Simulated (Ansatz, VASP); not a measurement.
This is a calculation of GaN for VASP 6.6.1. 

INCAR

```
SYSTEM = GaN
ALGO = Fast
EDIFF = 1E-7
EDIFFG = -0.01
ENCUT = 600
IBRION = 2
ISIF = 3
ISMEAR = -1
LASPH = .TRUE.
LCHARG = .FALSE.
LREAL = .FALSE.
LWAVE = .FALSE.
NELM = 60
NSW = 40
PREC = Accurate
SIGMA = 0.05
```

KPOINTS

```
k-points
0
G
  10 10 5
  0 0 0
```

Contents of POSCAR:

```
GaN
1.0
    3.1800000000      0.0000000000      0.0000000000
   -1.5900000000      2.7539607840      0.0000000000
    0.0000000000      0.0000000000      5.1660000000
Ga N
2 2
Direct
    0.6666666667      0.3333333333      0.5000000000
    0.3333333333      0.6666666667      0.0000000000
    0.6666666667      0.3333333333      0.8750000000
    0.3333333333      0.6666666667      0.3750000000
```

Potentials or basis: VASP PAW LDA potentials, release 64 (Ga_d, N).

Command:

```console
$ cat potpaw_LDA.64/Ga_d/POTCAR potpaw_LDA.64/N/POTCAR > POTCAR
$ mpirun -np 1 vasp_std > vasp.out
```

Task: What does the same run look like in Ansatz 0.2.0? Potentials or basis there: Ansatz PAW, cutoff 420 eV.

Result: As run (cutoffs and basis follow the program's own potentials, and thresholds, step limits or extra output files can differ):

input.yaml

```yaml
crystal:
  lattice:
    - [3.18, 0.0, 0.0]
    - [-1.59, 2.753960784, 0.0]
    - [0.0, 0.0, 5.166]
  atoms:
    - { symbol: Ga, position: [0.6666666667, 0.3333333333, 0.5] }
    - { symbol: Ga, position: [0.3333333333, 0.6666666667, 0.0] }
    - { symbol: "N", position: [0.6666666667, 0.3333333333, 0.875] }
    - { symbol: "N", position: [0.3333333333, 0.6666666667, 0.375] }
hamiltonian:
  xc: lda
  pseudopotentials: { kind: paw }
kpoints:
  mp_grid: { grid: [10, 10, 5] }
scf:
  occupations: { method: fermi_dirac, width: 0.05 }
output:
  forces: true
  stress: true
relax:
  f_tol: 0.01
  max_steps: 40
  cell: { stress_tol: 0.05 }
```

Potentials or basis: Ansatz PAW.

Command:

```bash
$ ansatz run input.yaml --threads 2 --pin off --max-ram 5632MiB --backend cpu --events-out ev --progress --plain --runs-dir out
```

Both were run:

|  | VASP | Ansatz |
| --- | --- | --- |
| Relaxed volume | 11.10 Å³/atom | 11.05 Å³/atom |
| Relaxed cell | a = 3.156 Å, b = 3.156 Å, c = 5.147 Å, α = 90.00°, β = 90.00°, γ = 120.00° | a = 3.152 Å, b = 3.152 Å, c = 5.138 Å, α = 90.00°, β = 90.00°, γ = 120.00° |
| Space group after relaxing | P6_3mc (No. 186) | P6_3mc (No. 186) |
| Pressure after relaxing | 0.1 GPa | 0.0 GPa |

Ansatz's pressure holds a Pulay term of +0.67 GPa for its cutoff of 420 eV, which the other run lacks.

Ansatz's potentials were made for PBE.

Where Ansatz's input types no cutoff or centring, it takes its own default and a Γ-centred mesh.

The two programs' LDA may be different fits to the electron gas.

Pressure is positive in compression.
